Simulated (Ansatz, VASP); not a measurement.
## GaSb: VASP beside Ansatz

```
Ga Sb
1.0
     0.00000    3.16786    3.16786
     3.16786    0.00000    3.16786
     3.16786    3.16786    0.00000
Ga Sb
1 1
Cartesian
  0.0000 0.0000 0.0000
  1.5839 1.5839 1.5839
```

Alike in both runs: task single point; functional PBE; k mesh 12 × 12 × 12; occupations gaussian, width 0.1 eV; no spin polarisation.

```csv
,VASP,Ansatz
version,VASP 6.6.1,Ansatz 0.2.0
potentials or method,"VASP PAW PBE potentials, release 64 (Ga_d, Sb)","scalar-relativistic, plane waves, PAW"
plane-wave cutoff (eV),520,420
valence electrons in the cell,18,28
```

Ansatz gave:

- gap on the k mesh at the Fermi level (eV): none
- pressure (GPa): -2.3

**Question.** What did VASP give for the same quantities?

**Answer.** gap on the k mesh at the Fermi level (eV): none; pressure (GPa): -2.2.

A gap of «none» marks a metal or a gap that the smearing closes. The two sets of potentials don't hold the same shells in valence.

The runs have no spin-orbit coupling, so splittings on Sb are missing.
